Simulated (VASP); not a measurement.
# SnTe (Fm-3m) in VASP: electric field gradients with PBEsol

Aim: the electric field gradients of SnTe with PBEsol.

All numbers are computed with VASP 6.6.1; they aren't measurements. Logs are shortened: lines on timing, memory, paths and dates and some standing lists are left out, and cuts for length are marked.

### Step 1. The crystal as given

The structure is cubic, space group Fm-3m (No. 225). Conventional cell: a = 6.302 Å, b = 6.302 Å, c = 6.302 Å, α = 90.00°, β = 90.00°, γ = 90.00°. Around Sn (site symmetry m-3m) lie 6 Te at 3.15 Å. Te (site symmetry m-3m) is surrounded by 6 Sn at 3.15 Å.

### Step 2. Electric field gradients, PBEsol

Contents of INCAR:

```
SYSTEM = SnTe
ALGO = Normal ; EDIFF = 1E-7
ENCUT = 600 ; GGA = PS
ISIF = 2 ; ISMEAR = -1
LASPH = .True. ; LCHARG = .False.
LEFG = .True. ; LREAL = .False.
LWAVE = .False. ; NELM = 60
PREC = Accurate ; SIGMA = 0.05
```

Contents of KPOINTS:

```
k-points
0
Gamma
  9 9 9
  0 0 0
```

Contents of POSCAR:

```
SnTe
1.0
    0.0000000000      3.1508500000      3.1508500000
    3.1508500000      0.0000000000      3.1508500000
    3.1508500000      3.1508500000      0.0000000000
Sn Te
1 1
Direct
    0.0000000000      0.0000000000      0.0000000000
    0.5000000000      0.5000000000      0.5000000000
```

Potentials or basis: VASP PAW PBE potentials, release 64 (Sn_d, Te).

Started as:

```console
$ cat potpaw_PBE.64/Sn_d/POTCAR potpaw_PBE.64/Te/POTCAR > POTCAR
$ mpirun -np 1 vasp_std > vasp.out
```

OUTCAR:

```text
SYSTEM = SnTe
   EDIFF = 1E-7
   ENCUT = 600
   GGA = PS
   ISIF = 2
   ISMEAR = -1
   LASPH = .True.
   LREAL = .False.
   NELM = 60
   PREC = Accurate

 ion  position               nearest neighbor table
   1  0.000  0.000  0.000-   2 3.15   2 3.15   2 3.15   2 3.15   2 3.15   2 3.15
   2  0.500  0.500  0.500-   1 3.15   1 3.15   1 3.15   1 3.15   1 3.15   1 3.15

  LATTYP: Found a face centered cubic cell.
 ALAT       =     6.3017000000

  Lattice vectors:

 A1 = (   0.0000000000,   3.1508500000,   3.1508500000)
 A2 = (   3.1508500000,   0.0000000000,   3.1508500000)
 A3 = (   3.1508500000,   3.1508500000,   0.0000000000)

Analysis of symmetry for initial positions (statically):
=====================================================================
 Subroutine PRICEL returns:
 Original cell was already a primitive cell.

 Routine SETGRP: Setting up the symmetry group for a
 face centered cubic supercell.

 Subroutine GETGRP returns: Found 48 space group operations
 (whereof 48 operations were pure point group operations)
 out of a pool of 48 trial point group operations.

The static configuration has the point symmetry O_h .

Analysis of symmetry for dynamics (positions and initial velocities):
=====================================================================
 Subroutine PRICEL returns:
 Original cell was already a primitive cell.

 Routine SETGRP: Setting up the symmetry group for a
 face centered cubic supercell.

 Subroutine GETGRP returns: Found 48 space group operations
 (whereof 48 operations were pure point group operations)
 out of a pool of 48 trial point group operations.

The dynamic configuration has the point symmetry O_h .

 Subroutine INISYM returns: Found 48 space group operations
 (whereof 48 operations are pure point group operations),
 and found     1 'primitive' translations

----------------------------------------------------------------------------------------

                                     Primitive cell

  volume of cell :      62.5624

  direct lattice vectors                    reciprocal lattice vectors
     0.000000000  3.150850000  3.150850000    -0.158687338  0.158687338  0.158687338
     3.150850000  0.000000000  3.150850000     0.158687338 -0.158687338  0.158687338
     3.150850000  3.150850000  0.000000000     0.158687338  0.158687338 -0.158687338

[... 136 lines left out ...]
 Fermi energy:         6.8265879597

 k-point     1 :       0.0000    0.0000    0.0000
  band No.  band energies     occupation
      1     -14.9780      2.00000
      2     -14.9780      2.00000
      3     -14.9711      2.00000
      4     -14.9711      2.00000
      5     -14.9711      2.00000
      6      -6.0166      2.00000
      7       2.0918      2.00000
      8       4.6713      2.00000
      9       4.6713      2.00000
     10       4.6713      2.00000
     11      10.1363      0.00000
     12      10.1363      0.00000
     13      10.1363      0.00000
     14      11.5196      0.00000
[... 377 lines left out ...]
      1     -14.9954      2.00000
      2     -14.9749      2.00000
      3     -14.9733      2.00000
      4     -14.9603      2.00000
      5     -14.9603      2.00000
      6      -4.4947      2.00000
      7       0.1965      2.00000
      8       1.5261      2.00000
      9       3.0945      2.00000
     10       3.0945      2.00000
     11       8.9428      0.00000
     12      11.6353      0.00000
     13      11.6353      0.00000
     14      12.7727      0.00000

 [... further k-points ...]

------------------------ aborting loop because EDIFF is reached ----------------------------------------

  FORCE on cell =-STRESS in cart. coord.  units (eV):
  Direction    XX          YY          ZZ          XY          YZ          ZX
  --------------------------------------------------------------------------------------
  -------------------------------------------------------------------------------------
  Total       -0.1090590     -0.1090590     -0.1090590      0.0000000     -0.0000000      0.0000000
  in kB       -2.7929236     -2.7929236     -2.7929236      0.0000000     -0.0000000      0.0000000
  external PRESSURE =      -2.7929236 kB  Pullay stress =       0.0000000 kB

 VOLUME and BASIS-vectors are now :
 -----------------------------------------------------------------------------
  energy-cutoff  :      600.00
  volume of cell :       62.56
      direct lattice vectors                 reciprocal lattice vectors
     0.000000000  3.150850000  3.150850000    -0.158687338  0.158687338  0.158687338
     3.150850000  0.000000000  3.150850000     0.158687338 -0.158687338  0.158687338
     3.150850000  3.150850000  0.000000000     0.158687338  0.158687338 -0.158687338

 POSITION                                       TOTAL-FORCE (eV/Angst)
 -----------------------------------------------------------------------------------
      0.00000      0.00000      0.00000         0.000000      0.000000     -0.000000
      3.15085      3.15085      3.15085         0.000000      0.000000      0.000000
 -----------------------------------------------------------------------------------
    total drift:                               -0.000000      0.000000      0.000000

  FREE ENERGIE OF THE ION-ELECTRON SYSTEM (eV)
  ---------------------------------------------------
  free  energy   TOTEN  =        -8.3411017973 eV

  energy  without entropy=       -8.3409820179  energy(sigma->0) =       -8.34104191

 Electric field gradients (V/A^2)
---------------------------------------------------------------------
 ion       V_xx      V_yy      V_zz      V_xy      V_xz      V_yz
---------------------------------------------------------------------
   1      -0.000     0.000    -0.000    -0.002    -0.002    -0.002
   2      -0.000     0.000     0.000     0.000     0.000     0.000
---------------------------------------------------------------------

 Electric field gradients after diagonalization (V/A^2)
 (convention: |V_zz| > |V_xx| > |V_yy|)
----------------------------------------------------------------------
 ion       V_xx      V_yy      V_zz     asymmetry (V_yy - V_xx)/ V_zz
----------------------------------------------------------------------
   1       0.002     0.002    -0.004       0.000
   2      -0.000    -0.000     0.000       0.000
----------------------------------------------------------------------

           NMR quadrupolar parameters

 Cq : quadrupolar parameter    Cq=e*Q*V_zz/h
 eta: asymmetry parameters     (V_yy - V_xx)/ V_zz
 Q  : nuclear electric quadrupole moment in mb (millibarn)
----------------------------------------------------------------------
 ion       Cq(MHz)       eta       Q (mb)
----------------------------------------------------------------------
   1      -0.000       0.000       1.000
   2       0.000       0.000       1.000
----------------------------------------------------------------------
```

OSZICAR:

```text
N       E                     dE             d eps       ncg     rms          rms(c)
DAV:   1     0.127649597747E+03    0.12765E+03   -0.10551E+04   986   0.181E+03
DAV:   2     0.354486644735E+01   -0.12410E+03   -0.12131E+03  1016   0.395E+02
DAV:   3    -0.806932605668E+01   -0.11614E+02   -0.11271E+02  1292   0.103E+02
DAV:   4    -0.838364855172E+01   -0.31432E+00   -0.31421E+00  1096   0.185E+01
DAV:   5    -0.839727836601E+01   -0.13630E-01   -0.13630E-01  1434   0.373E+00    0.476E+00
DAV:   6    -0.834371074110E+01    0.53568E-01   -0.12693E-01  1324   0.321E+00    0.300E+00
DAV:   7    -0.834164370536E+01    0.20670E-02   -0.46585E-02  1248   0.155E+00    0.716E-01
DAV:   8    -0.834105200068E+01    0.59170E-03   -0.69501E-03  1178   0.828E-01    0.158E-01
DAV:   9    -0.834111282417E+01   -0.60823E-04   -0.49838E-04  1176   0.231E-01    0.323E-02
DAV:  10    -0.834110220748E+01    0.10617E-04   -0.51749E-05  1202   0.745E-02    0.198E-02
DAV:  11    -0.834110236007E+01   -0.15259E-06   -0.26496E-05  1206   0.488E-02    0.209E-02
DAV:  12    -0.834110192827E+01    0.43180E-06   -0.24999E-06  1166   0.144E-02    0.102E-02
DAV:  13    -0.834110177836E+01    0.14990E-06   -0.17557E-07   864   0.318E-03    0.405E-03
DAV:  14    -0.834110179727E+01   -0.18910E-07   -0.11224E-07   544   0.448E-03
   1 F= -.83411018E+01 E0= -.83410419E+01  d E =-.119779E-03
```

stdout:

```text
POSCAR found type information on POSCAR SnTe
 POSCAR found :  2 types and       2 ions
 scaLAPACK will be used
 -----------------------------------------------------------------------------
|                                                                             |
|                                                                             |
|     You enforced a specific xc type in the INCAR file but a different       |
|     I HOPE YOU KNOW WHAT YOU ARE DOING!                                     |
|                                                                             |
 -----------------------------------------------------------------------------

 LDA part: xc-table for (Slater+PW92), standard interpolation
 POSCAR, INCAR and KPOINTS ok, starting setup
 FFT: planning ... GRIDC
 FFT: planning ... GRID_SOFT
 FFT: planning ... GRID
 WAVECAR not read
 entering main loop
ion   1

ion   2
```

It took 15 s on 1 thread of Intel Xeon 6975P-C (Granite Rapids), shared host; peak memory 0.22 GiB.

What came out:

- Free energy: -8.3411 eV
- Pressure: -0.3 GPa

Electric field gradients, principal values (V/Å²):
```csv
atom,Vxx,Vyy,Vzz
1 Sn,0.002,0.002,-0.004
2 Te,0.000,0.000,0.000
```

Caveat: the PAW data sets were made with another functional, which shifts forces and pressure a little.
